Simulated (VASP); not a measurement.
# H: band structure with optPBE-vdW

The system is H.

```
CELL_PARAMETERS angstrom
-1.69153 1.69153 2.05847
1.69153 -1.69153 2.05847
1.69153 1.69153 -2.05847
ATOMIC_POSITIONS crystal
H 0.09014 0.09014 0.00000
H 0.90986 0.90986 0.00000
```

- Program: VASP 6.6.1
- Task: band structure
- Functional: optPBE-vdW
- Potentials or basis: VASP PAW PBE potentials, release 64 (H_s)
- Cutoff: 400 eV
- k mesh: 11 × 11 × 11
- Occupations: gaussian, width 0.1 eV
- Spin: no spin polarisation
- Further INCAR settings: ALGO = Normal; EDIFF = 1.00e-06; ISYM = 0

```
Band gap along the path : 9.02 eV, indirect (least direct gap 9.82 eV)
```

Levels at the corners of the path, in eV from the Fermi level:
```csv
point,band 1,band 2,band 3,band 4
Γ,-2.73,13.33,16.67,23.22
X,-0.98,10.45,13.65,16.02
Y,-0.52,10.39,13.33,13.91
S,-0.47,10.10,13.35,16.16
Γ,-2.73,13.33,16.67,23.22
Z,-0.39,9.79,15.34,15.83
S1,-0.47,10.10,13.35,16.16
N,-1.19,8.63,16.71,18.44
P,-0.87,10.99,12.64,12.64
Y1,-0.52,10.39,13.33,13.91
Z,-0.39,9.79,15.34,15.83
X,-0.98,10.45,13.65,16.02
P,-0.87,10.99,12.64,12.64
```

Run time: 46 s on 1 thread of AMD EPYC 7R43 64-Core Processor (Zen 3) (shared host), peak memory 0.21 GiB.

Caveat: the log is that of the step along the path at fixed density, whose energy, stress, charges and moments have no meaning.
